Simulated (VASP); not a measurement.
# Pt in VASP: work function with LDA

Aim: the work function of Pt with LDA.

Everything below comes from runs of VASP 6.6.1. Logs are shortened: lines on timing, memory, paths and dates and some standing lists are left out, and cuts for length are marked.

## Step 1: Starting point

The cell holds a slab with vacuum, 8 atoms: a = 3.860 Å, b = 3.860 Å, c = 27.752 Å, α = 90.00°, β = 90.00°, γ = 90.00°.

The cell was built by a generator and needn't be a form met in nature.

## Step 2: Work function, LDA

Input file INCAR:

```
PREC = Accurate ; ENCUT = 520
EDIFF = 1E-6 ; ISMEAR = 1
SIGMA = 0.1 ; LREAL = False
LASPH = True ; NELM = 60
ALGO = Fast ; ISIF = 2
LWAVE = False ; LCHARG = True
LDIPOL = True ; IDIPOL = 3
DIPOL = 0.5 0.5 0.500 ; GGA = CA
LVHAR = True ; LVACPOTAV = True
KPAR = 2
```

Input file KPOINTS:

```
regular mesh
0
Gamma
  9 9 1
```

Input file POSCAR:

```
Pt                                      
1.0
    3.8601100000      0.0000000000      0.0000000000
    0.0000000000      3.8601100000      0.0000000000
    0.0000000000      0.0000000000     27.7516774200
  Pt            
     8
Direct
     0.5000000000000000    0.0000000000000000    0.3955993238213265
     0.0000000000000000    0.5000000000000000    0.3955993238213265
     0.0000000000000000    0.0000000000000000    0.4646816432281325
     0.5000000000000000    0.5000000000000000    0.4646816432281325
     0.5000000000000000    0.0000000000000000    0.5353183567718676
     0.0000000000000000    0.5000000000000000    0.5353183567718676
     0.0000000000000000    0.0000000000000000    0.6044006761786734
     0.5000000000000000    0.5000000000000000    0.6044006761786734
```

Potentials or basis: VASP PAW LDA potentials, release 64 (Pt).

Started as:

```
$ cat potpaw_LDA.64/Pt/POTCAR > POTCAR
$ mpirun -np 2 vasp_std > vasp.out
```

OUTCAR:

```text
PREC = Accurate
   ENCUT = 520
   EDIFF = 1E-6
   ISMEAR = 1
   LREAL = False
   LASPH = True
   NELM = 60
   ISIF = 2
   GGA = CA

 ion  position               nearest neighbor table
   1  0.500  0.000  0.396-   3 2.72   4 2.72   4 2.72   3 2.72   2 2.73   2 2.73   2 2.73   2 2.73

   2  0.000  0.500  0.396-   3 2.72   4 2.72   3 2.72   4 2.72   1 2.73   1 2.73   1 2.73   1 2.73

   3  0.000  0.000  0.465-   1 2.72   2 2.72   2 2.72   1 2.72   4 2.73   4 2.73   4 2.73   4 2.73
                             5 2.75   6 2.75   5 2.75   6 2.75
   4  0.500  0.500  0.465-   1 2.72   2 2.72   1 2.72   2 2.72   3 2.73   3 2.73   3 2.73   3 2.73
                             5 2.75   6 2.75   6 2.75   5 2.75
   5  0.500  0.000  0.535-   7 2.72   8 2.72   8 2.72   7 2.72   6 2.73   6 2.73   6 2.73   6 2.73
                             3 2.75   4 2.75   4 2.75   3 2.75
   6  0.000  0.500  0.535-   7 2.72   8 2.72   7 2.72   8 2.72   5 2.73   5 2.73   5 2.73   5 2.73
                             4 2.75   3 2.75   4 2.75   3 2.75
   7  0.000  0.000  0.604-   5 2.72   6 2.72   6 2.72   5 2.72   8 2.73   8 2.73   8 2.73   8 2.73
[... 9 lines left out ...]
 A1 = (   3.8601100000,   0.0000000000,   0.0000000000)
 A2 = (   0.0000000000,   3.8601100000,   0.0000000000)
 A3 = (   0.0000000000,   0.0000000000,  27.7516774200)

Analysis of symmetry for initial positions (statically):
=====================================================================
 Subroutine PRICEL returns following result:

  LATTYP: Found a simple tetragonal cell.
 ALAT       =     2.7295099571
 C/A-ratio  =    10.1672746595

  Lattice vectors:

 A1 = (   1.9300550000,  -1.9300550000,   0.0000000000)
 A2 = (   1.9300550000,   1.9300550000,   0.0000000000)
 A3 = (   0.0000000000,   0.0000000000,  27.7516774200)

   2 primitive cells build up your supercell.

 Routine SETGRP: Setting up the symmetry group for a
 simple tetragonal supercell.

 Subroutine GETGRP returns: Found 16 space group operations
 (whereof  8 operations were pure point group operations)
 out of a pool of 16 trial point group operations.

The static configuration has the point symmetry C_4v.
 The point group associated with its full space group is D_4h.

Analysis of symmetry for dynamics (positions and initial velocities):
=====================================================================
 Subroutine PRICEL returns following result:

  LATTYP: Found a simple tetragonal cell.
 ALAT       =     2.7295099571
 C/A-ratio  =    10.1672746595

  Lattice vectors:

 A1 = (   1.9300550000,  -1.9300550000,   0.0000000000)
 A2 = (   1.9300550000,   1.9300550000,   0.0000000000)
 A3 = (   0.0000000000,   0.0000000000,  27.7516774200)

[... 118 lines left out ...]
   EFERMI =   0.00;   METHOD = LEGACY
   ISMEAR =     1;   SIGMA  =   0.10  broadening in eV -4-tet -1-fermi 0-gaus
   EFERMI_NEDOS =   21; number of points for ismear=-14 and -15
   IALGO  =     68    algorithm
   IMIX   =      4    mixing-type and parameters
     AMIX     =   0.40;   BMIX     =  1.00
     AMIX_MAG =   1.60;   BMIX_MAG =  1.00
  volume/ion in A,a.u.               =      51.69       348.81
  Fermi-wavevector in a.u.,A,eV,Ry     =   0.946837  1.789263 12.197631  0.896501
  Thomas-Fermi vector in A             =   2.074873
   LORBIT       =      0    0 simple, 1 ext, 2 COOP (PROOUT), +10 PAW based schemes
   GGA     = CA    functional components
   LHFCALC =     F    Hartree Fock is set to
   AEXX    =    0.0000 exact exchange contribution
   IVDW    =     0    specifies the selected vdW correction
   LEPSILON=     F    determine dielectric tensor
   LRPA    =     F    only Hartree local field effects (RPA)
 non-spin polarized calculation
 RMM-DIIS sequential band-by-band and
 Methfessel and Paxton  Order N= 1 SIGMA  =   0.10
  energy-cutoff  :      520.00
  volume of cell :      413.51
 maximum number of plane-waves:     11174
 NGX is ok and might be reduce to    30
   NGX = 15   NGY = 15   NGZ =103

 number of electron      79.9999990 magnetization

 dipolmoment           0.000000      0.000000     -0.000000 electrons x Angstroem

 Free energy of the ion-electron system (eV)
  ---------------------------------------------------
  ext. energy  EPLUGINS =         0.00000000
  ---------------------------------------------------
  free energy    TOTEN  =       -55.62281190 eV

  energy without entropy =      -55.61486110  energy(sigma->0) =      -55.62016163

 E-fermi :  -1.0616     XC(G=0):  -4.6588

 val. band max:       -1.0670458636   @ k =   0.4444   0.2222   0.0000
 cond. band min:      -1.0600617541   @ k =   0.3333   0.2222   0.0000
 fundamental gap:      0.0069841096
 Fermi energy:        -1.0616167810

 k-point     1 :       0.0000    0.0000    0.0000
  band No.  band energies     occupation
      1     -11.0202      2.00000
      2      -9.2110      2.00000
      3      -8.1049      2.00000
      4      -8.0729      2.00000
      5      -8.0729      2.00000
      6      -7.8310      2.00000
[... 754 lines left out ...]
     47       0.9723      0.00000
     48       1.9097      0.00000

------------------------ aborting loop because EDIFF is reached ----------------------------------------

  FORCE on cell =-STRESS in cart. coord.  units (eV):
  Direction    XX          YY          ZZ          XY          YZ          ZX
  --------------------------------------------------------------------------------------
  -------------------------------------------------------------------------------------
  Total       -5.3672892     -5.3672892     -0.1158669      0.0000000      0.0000000      0.0000000
  in kB      -20.7958646    -20.7958646     -0.4489327      0.0000000      0.0000000      0.0000000
  external PRESSURE =     -14.0135540 kB  Pullay stress =       0.0000000 kB

 VOLUME and BASIS-vectors are now :
 -----------------------------------------------------------------------------
  energy-cutoff  :      520.00
  volume of cell :      413.51
      direct lattice vectors                 reciprocal lattice vectors
     3.860110000  0.000000000  0.000000000     0.259059975  0.000000000  0.000000000
     0.000000000  3.860110000  0.000000000     0.000000000  0.259059975  0.000000000
     0.000000000  0.000000000 27.751677420     0.000000000  0.000000000  0.036033858

 POSITION                                       TOTAL-FORCE (eV/Angst)
 -----------------------------------------------------------------------------------
      1.93006      0.00000     10.97854        -0.000000      0.000000     -0.003390
      0.00000      1.93006     10.97854        -0.000000      0.000000     -0.003390
      0.00000      0.00000     12.89570        -0.000000     -0.000000      0.012597
      1.93006      1.93006     12.89570         0.000000     -0.000000      0.012597
      1.93006      0.00000     14.85598         0.000000      0.000000     -0.012597
      0.00000      1.93006     14.85598        -0.000000     -0.000000     -0.012597
      0.00000      0.00000     16.77313         0.000000     -0.000000      0.003390
      1.93006      1.93006     16.77313         0.000000     -0.000000      0.003390
 -----------------------------------------------------------------------------------
    total drift:                                0.000000      0.000000     -0.000000

  FREE ENERGIE OF THE ION-ELECTRON SYSTEM (eV)
  ---------------------------------------------------
  free  energy   TOTEN  =       -55.6228119005 eV

  energy  without entropy=      -55.6148610988  energy(sigma->0) =      -55.62016163

 vacuum level on the upper side and lower side of the slab         5.018         5.018
```

It took 2.8 min on 2 MPI ranks of Intel Xeon 6975P-C (Granite Rapids), shared host; peak memory 0.45 GiB.

What came out:

```
Free energy                     : -55.6228 eV
Largest force                   : 0.013 eV/Å
Band gap on the k mesh          : none (metal or under the smearing width)
Work function of the upper face : 6.08 eV
Work function of the lower face : 6.08 eV
```

Forces on the atoms (eV/Å):
```
Pt   0.000  0.000 -0.003
Pt   0.000  0.000 -0.003
Pt   0.000  0.000  0.013
Pt   0.000  0.000  0.013
Pt   0.000  0.000 -0.013
Pt   0.000  0.000 -0.013
Pt   0.000  0.000  0.003
Pt   0.000  0.000  0.003
```
